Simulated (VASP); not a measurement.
# CuI (Marshite) (F-43m) in VASP: further runs

The runs below take CuI (Marshite) through band structure, with PBE, HSE06.

All numbers are computed with VASP 6.6.1; they aren't measurements. Logs are shortened: lines on timing, memory, paths and dates and some standing lists are left out, and cuts for length are marked.

## Step 1: The crystal as given

The structure is cubic, space group F-43m (No. 216). The conventional cell has a = 5.946 Å, b = 5.946 Å, c = 5.946 Å, α = 90.00°, β = 90.00°, γ = 90.00°. Cu (site symmetry -43m) has 4 I at 2.57 Å as nearest neighbours. I (site symmetry -43m) is surrounded by 4 Cu at 2.57 Å.

## Step 2: Band structure, PBE

The input, INCAR:

```
SYSTEM = CuI
ALGO     = Normal         ! electronic algorithm
EDIFF    = 1E-6           ! SCF threshold, eV
ENCUT    = 520            ! plane-wave cutoff, eV
GGA      = PE             ! functional
ISIF     = 2              ! what is computed and relaxed
ISMEAR   = 0              ! smearing method
KPAR     = 8            
LASPH    = .TRUE.         ! aspherical terms in the spheres
LCHARG   = .FALSE.        ! write CHGCAR
LMAXMIX  = 4              ! l up to which the mixer works
LREAL    = .FALSE.        ! projectors in reciprocal space
LWAVE    = .FALSE.        ! write WAVECAR
NELM     = 80             ! most SCF steps
PREC     = Accurate       ! precision mode
SIGMA    = 0.03           ! smearing width, eV
```

The input, KPOINTS:

```
k-points
0
G
  6 6 6
  0 0 0
```

The input, POSCAR:

```
CuI                                     
1.0
    0.0000000000      2.9729983476      2.9729983476
    2.9729983476      0.0000000000      2.9729983476
    2.9729983476      2.9729983476      0.0000000000
  Cu              I             
     1     1
Direct
     0.2500000000000000    0.2500000000000000    0.2500000000000000
     0.0000000000000000    0.0000000000000000    0.0000000000000000
```

The input, KPOINTS_OPT:

```
explicit points
6
Reciprocal
 0.0000000000  0.0000000000  0.0000000000 1
 0.3750000000  0.3750000000  0.7500000000 1
 0.5000000000  0.5000000000  0.5000000000 1
 0.6250000000  0.2500000000  0.6250000000 1
 0.5000000000  0.2500000000  0.7500000000 1
 0.5000000000  0.0000000000  0.5000000000 1
```

Potentials or basis: VASP PAW PBE potentials, release 64 (Cu, I).

Run with:

```console
cat potpaw_PBE.64/Cu/POTCAR potpaw_PBE.64/I/POTCAR > POTCAR
mpirun -np 8 vasp_std > vasp.out
```

OUTCAR:

```text
SYSTEM = CuI
   EDIFF = 1E-6
   ENCUT = 520
   GGA = PE
   ISIF = 2
   ISMEAR = 0
   LASPH = .TRUE.
   LREAL = .FALSE.
   NELM = 80
   PREC = Accurate

 ion  position               nearest neighbor table
   1  0.250  0.250  0.250-   2 2.57   2 2.57   2 2.57   2 2.57
   2  0.000  0.000  0.000-   1 2.57   1 2.57   1 2.57   1 2.57

  LATTYP: Found a face centered cubic cell.
 ALAT       =     5.9459966952

  Lattice vectors:

 A1 = (   0.0000000000,   2.9729983476,   2.9729983476)
 A2 = (   2.9729983476,   0.0000000000,   2.9729983476)
 A3 = (   2.9729983476,   2.9729983476,   0.0000000000)

Analysis of symmetry for initial positions (statically):
=====================================================================
 Subroutine PRICEL returns:
 Original cell was already a primitive cell.

 Routine SETGRP: Setting up the symmetry group for a
 face centered cubic supercell.

 Subroutine GETGRP returns: Found 24 space group operations
 (whereof 24 operations were pure point group operations)
 out of a pool of 48 trial point group operations.

The static configuration has the point symmetry T_d .

Analysis of symmetry for dynamics (positions and initial velocities):
=====================================================================
 Subroutine PRICEL returns:
 Original cell was already a primitive cell.

 Routine SETGRP: Setting up the symmetry group for a
 face centered cubic supercell.

 Subroutine GETGRP returns: Found 24 space group operations
 (whereof 24 operations were pure point group operations)
 out of a pool of 48 trial point group operations.

The dynamic configuration has the point symmetry T_d .

 Subroutine INISYM returns: Found 24 space group operations
 (whereof 24 operations are pure point group operations),
 and found     1 'primitive' translations

----------------------------------------------------------------------------------------

                                     Primitive cell

  volume of cell :      52.5550

  direct lattice vectors                    reciprocal lattice vectors
     0.000000000  2.972998348  2.972998348    -0.168180383  0.168180383  0.168180383
     2.972998348  0.000000000  2.972998348     0.168180383 -0.168180383  0.168180383
     2.972998348  2.972998348  0.000000000     0.168180383  0.168180383 -0.168180383

  length of vectors
     4.204454584  4.204454584  4.204454584     0.291296968  0.291296968  0.291296968

  position of ions in fractional coordinates (direct lattice)
     0.250000000  0.250000000  0.250000000
     0.000000000  0.000000000  0.000000000

  ion indices of the primitive-cell ions
   primitive index   ion index
                 1           1
                 2           2

----------------------------------------------------------------------------------------

 KPOINTS: k-points

Automatic generation of k-mesh.
 Grid dimensions read from file:
 generate k-points for:    6    6    6

 Generating k-lattice:

  Cartesian coordinates                     Fractional coordinates (reciprocal lattice)
    -0.028030064  0.028030064  0.028030064     0.166666667  0.000000000  0.000000000
     0.028030064 -0.028030064  0.028030064     0.000000000  0.166666667  0.000000000
     0.028030064  0.028030064 -0.028030064     0.000000000  0.000000000  0.166666667

  Length of vectors
     0.048549495  0.048549495  0.048549495

  Shift w.r.t. Gamma in fractional coordinates (k-lattice)
     0.000000000  0.000000000  0.000000000

 Subroutine IBZKPT returns following result:
 ===========================================

 Found     16 irreducible k-points:

 Following reciprocal coordinates:
            Coordinates               Weight
  0.000000  0.000000  0.000000      1.000000
  0.166667  0.000000  0.000000      8.000000
  0.333333  0.000000  0.000000      8.000000
  0.500000  0.000000  0.000000      4.000000
  0.166667  0.166667  0.000000      6.000000
  0.333333  0.166667  0.000000     24.000000
[... 8 lines left out ...]
 -0.333333  0.333333  0.166667     24.000000
 -0.333333  0.500000  0.166667     12.000000
   k-points           NKPTS =     16   k-points in BZ     NKDIM =     16   number of bands    NBANDS=     13
   number of dos      NEDOS =    301   number of ions     NIONS =      2
   total plane-waves  NPLWV =  32768
   dimension x,y,z NGX =    32 NGY =   32 NGZ =   32
   dimension x,y,z NGXF=    64 NGYF=   64 NGZF=   64
   ions per type =               1   1
   NGX,Y,Z   is equivalent  to a cutoff of  12.65, 12.65, 12.65 a.u.
   NGXF,Y,Z  is equivalent  to a cutoff of  25.31, 25.31, 25.31 a.u.
 SYSTEM =  CuI
   PREC   = accura    normal or accurate (medium, high low for compatibility)
   ISTART =      0    job   : 0-new  1-cont  2-samecut
   ICHARG =      2    charge: 1-file 2-atom 10-const
   ISPIN  =      1    spin polarized calculation?
   LNONCOLLINEAR =      F non collinear calculations
   LSORBIT =      F    spin-orbit coupling
   LASPH  =      T    aspherical Exc in radial PAW
   ENCUT  =  520.0 eV  38.22 Ry    6.18 a.u.   7.82  7.82  7.82*2*pi/ulx,y,z
   NELM   =     80;   NELMIN=  2; NELMDL= -5     # of ELM steps
   EDIFF  = 0.1E-05   stopping-criterion for ELM
   LREAL  =      F    real-space projection
   EDIFFG = 0.1E-04   stopping-criterion for IOM
   NSW    =      0    number of steps for IOM
   IBRION =     -1    ionic relax: 0-MD 1-quasi-New 2-CG
   NFREE  =      0    steps in history (QN), initial steepest desc. (CG)
   ISIF   =      2    stress and relaxation
   ISYM   =      2    0-nonsym 1-usesym 2-fastsym
   POTIM  = 0.5000    time-step for ionic-motion
   TEBEG  =    0.0;   TEEND  =   0.0 temperature during run
   PSTRESS=    0.0 pullay stress
   NELECT =      18.0000    total number of electrons
   NUPDOWN=      -1.0000    fix difference up-down
   EMIN   =  10.00;   EMAX   =-10.00  energy-range for DOS
   EFERMI =   0.00;   METHOD = LEGACY
   ISMEAR =     0;   SIGMA  =   0.03  broadening in eV -4-tet -1-fermi 0-gaus
   EFERMI_NEDOS =   21; number of points for ismear=-14 and -15
   IALGO  =     38    algorithm
   IMIX   =      4    mixing-type and parameters
     AMIX     =   0.40;   BMIX     =  1.00
     AMIX_MAG =   1.60;   BMIX_MAG =  1.00
  volume/ion in A,a.u.               =      26.28       177.33
  Fermi-wavevector in a.u.,A,eV,Ry     =   1.145410  2.164511 17.850357  1.311964
  Thomas-Fermi vector in A             =   2.282099
   LORBIT       =      0    0 simple, 1 ext, 2 COOP (PROOUT), +10 PAW based schemes
   GGA     = PE    functional components
   LHFCALC =     F    Hartree Fock is set to
   AEXX    =    0.0000 exact exchange contribution
   IVDW    =     0    specifies the selected vdW correction
   LEPSILON=     F    determine dielectric tensor
   LRPA    =     F    only Hartree local field effects (RPA)
 non-spin polarized calculation
 Gauss-broadening in eV      SIGMA  =   0.03
  energy-cutoff  :      520.00
  volume of cell :       52.55
 maximum number of plane-waves:      1430
   NGX = 15   NGY = 15   NGZ = 15

 number of electron      17.9999995 magnetization

 Free energy of the ion-electron system (eV)
  ---------------------------------------------------
  ext. energy  EPLUGINS =         0.00000000
  ---------------------------------------------------
  free energy    TOTEN  =        -5.52601258 eV

  energy without entropy =       -5.52601258  energy(sigma->0) =       -5.52601258

 E-fermi :   5.2806     XC(G=0):  -9.2097

 val. band max:        5.0831352684   @ k =   0.0000   0.0000   0.0000
 cond. band min:       6.3892481706   @ k =   0.0000   0.0000   0.0000
 fundamental gap:      1.3061129021
 Fermi energy:         5.2806498464

 k-point     1 :       0.0000    0.0000    0.0000
  band No.  band energies     occupation
      1      -9.2460      2.00000
      2       1.1703      2.00000
      3       1.1703      2.00000
      4       1.1703      2.00000
      5       2.9783      2.00000
      6       2.9783      2.00000
      7       5.0831      2.00000
      8       5.0831      2.00000
      9       5.0831      2.00000
     10       6.3892      0.00000
     11       9.8888      0.00000
     12       9.8888      0.00000
     13       9.8888      0.00000

 k-point     2 :       0.1667    0.0000    0.0000
  band No.  band energies     occupation
      1      -9.1025      2.00000
      2       0.6612      2.00000
      3       1.1838      2.00000
      4       1.1838      2.00000
      5       2.9680      2.00000
      6       2.9680      2.00000
      7       4.1078      2.00000
      8       4.8609      2.00000
      9       4.8609      2.00000
     10       7.3129      0.00000
     11       9.9801      0.00000
     12      10.2627      0.00000
     13      10.2627      0.00000

 k-point     3 :       0.3333    0.0000    0.0000
  band No.  band energies     occupation
      1      -8.7839      2.00000
      2      -0.3604      2.00000
      3       1.2029      2.00000
      4       1.2029      2.00000
      5       2.9795      2.00000
      6       2.9795      2.00000
      7       3.3116      2.00000
      8       4.4679      2.00000
      9       4.4679      2.00000
     10       7.3995      0.00000
     11      10.5243      0.00000
     12      10.5243      0.00000
     13      11.7068      0.00000
[... 177 lines left out ...]
 k-point    15 :      -0.3333    0.3333    0.1667
  band No.  band energies     occupation
      1      -8.4393      2.00000
      2      -0.4260      2.00000
      3       0.3619      2.00000
      4       1.1092      2.00000
      5       2.8739      2.00000
      6       2.9784      2.00000
      7       3.1330      2.00000
      8       3.3890      2.00000
      9       3.7763      2.00000
     10       9.1840      0.00000
     11       9.7150      0.00000
     12      11.1592      0.00000
     13      12.6695      0.00000

 k-point    16 :      -0.3333    0.5000    0.1667
  band No.  band energies     occupation
      1      -8.3818      2.00000
      2      -0.5316      2.00000
      3       0.5174      2.00000
      4       1.0193      2.00000
      5       2.9184      2.00000
      6       2.9295      2.00000
      7       3.0696      2.00000
      8       3.2837      2.00000
      9       3.5926      2.00000
     10       8.8898      0.00000
     11       9.0792      0.00000
     12      12.2918      0.00000
     13      12.3407      0.00000

------------------------ aborting loop because EDIFF is reached ----------------------------------------

  FORCE on cell =-STRESS in cart. coord.  units (eV):
  Direction    XX          YY          ZZ          XY          YZ          ZX
  --------------------------------------------------------------------------------------
  -------------------------------------------------------------------------------------
  Total        1.0379509      1.0379509      1.0379509      0.0000000      0.0000000     -0.0000000
  in kB       31.6426907     31.6426907     31.6426907      0.0000000      0.0000000     -0.0000000
  external PRESSURE =      31.6426907 kB  Pullay stress =       0.0000000 kB

 VOLUME and BASIS-vectors are now :
 -----------------------------------------------------------------------------
  energy-cutoff  :      520.00
  volume of cell :       52.55
      direct lattice vectors                 reciprocal lattice vectors
     0.000000000  2.972998348  2.972998348    -0.168180383  0.168180383  0.168180383
     2.972998348  0.000000000  2.972998348     0.168180383 -0.168180383  0.168180383
     2.972998348  2.972998348  0.000000000     0.168180383  0.168180383 -0.168180383

 POSITION                                       TOTAL-FORCE (eV/Angst)
 -----------------------------------------------------------------------------------
      1.48650      1.48650      1.48650        -0.000000     -0.000000     -0.000000
      0.00000      0.00000      0.00000         0.000000      0.000000      0.000000
 -----------------------------------------------------------------------------------
    total drift:                                0.000001      0.000001      0.000001

  FREE ENERGIE OF THE ION-ELECTRON SYSTEM (eV)
  ---------------------------------------------------
  free  energy   TOTEN  =        -5.5260125833 eV

  energy  without entropy=       -5.5260125833  energy(sigma->0) =       -5.52601258
```

Wall time 5 s (8 MPI ranks of Intel Xeon Platinum 8488C (Sapphire Rapids), shared host); peak memory 0.19 GiB.

Results:

```
Free energy             : -5.5260 eV
Pressure                : 3.2 GPa
Band gap on the k mesh  : 1.31 eV, direct
Band gap along the path : 1.31 eV, direct
```

Caveat: spin-orbit coupling is left out, which moves the levels of the heavy elements. A hybrid or GW would open this gap; PBE tends to underestimate it.

## Step 3: Band structure, HSE06

POSCAR is that of step 2.

The input, INCAR.step1:

```
SYSTEM = CuI
ALGO     = Normal         ! electronic algorithm
EDIFF    = 1E-5           ! SCF threshold, eV
ENCUT    = 520            ! plane-wave cutoff, eV
GGA      = PE             ! functional
ISIF     = 2              ! what is computed and relaxed
ISMEAR   = 0              ! smearing method
KPAR     = 8            
LASPH    = .TRUE.         ! aspherical terms in the spheres
LCHARG   = .FALSE.        ! write CHGCAR
LMAXMIX  = 4              ! l up to which the mixer works
LREAL    = .FALSE.        ! projectors in reciprocal space
LWAVE    = .TRUE.         ! write WAVECAR
NELM     = 80             ! most SCF steps
PREC     = Accurate       ! precision mode
SIGMA    = 0.03           ! smearing width, eV
```

The input, INCAR.step2:

```
SYSTEM = CuI
ALGO     = Normal         ! electronic algorithm
EDIFF    = 1E-6           ! SCF threshold, eV
ENCUT    = 520            ! plane-wave cutoff, eV
GGA      = PE             ! functional
HFSCREEN = 0.2            ! screening, 1/A
ISIF     = 2              ! what is computed and relaxed
ISMEAR   = 0              ! smearing method
ISTART   = 1            
KPAR     = 8            
LASPH    = .TRUE.         ! aspherical terms in the spheres
LCHARG   = .FALSE.        ! write CHGCAR
LHFCALC  = .TRUE.         ! exact exchange
LMAXMIX  = 4              ! l up to which the mixer works
LREAL    = .FALSE.        ! projectors in reciprocal space
LWAVE    = .FALSE.        ! write WAVECAR
NELM     = 80             ! most SCF steps
PREC     = Accurate       ! precision mode
PRECFOCK = Fast         
SIGMA    = 0.03           ! smearing width, eV
```

KPOINTS is that of step 2.

KPOINTS_OPT is that of step 2.

Potentials or basis: VASP PAW PBE potentials, release 64 (Cu, I).

Run with:

```console
cat potpaw_PBE.64/Cu/POTCAR potpaw_PBE.64/I/POTCAR > POTCAR
cp INCAR.step1 INCAR
mpirun -np 8 vasp_std > vasp.out
cp INCAR.step2 INCAR
mpirun -np 8 vasp_std > vasp.out
```

Run time: 3.5 min. Hardware: 8 MPI ranks of Intel Xeon Platinum 8488C (Sapphire Rapids), shared host; peak memory 0.32 GiB.

It converged, with:

| Item | Value |
| --- | --- |
| Free energy | -6.4413 eV |
| Pressure | 3.0 GPa |
| Band gap on the k mesh | 2.72 eV, direct |
| Band gap along the path | 2.72 eV, direct |

Levels at points of the mesh, in eV from the valence-band top:
```tsv
k point	band 5	band 6	band 7	band 8	band 9	band 10	band 11	band 12	band 13
(0.00, 0.00, 0.00)	-2.77	-2.77	0.00	0.00	0.00	2.72	6.22	6.22	6.22
(0.50, 0.00, 0.00)	-2.75	-2.75	-2.68	-0.94	-0.94	3.61	6.75	6.75	8.89
(0.50, 0.50, 0.00)	-2.78	-2.69	-2.56	-2.18	-2.18	3.74	4.19	11.30	11.88
```

Caveat: the PAW data sets were made with another functional, which shifts forces and pressure a little; spin-orbit coupling is left out, which moves the levels of the heavy elements.
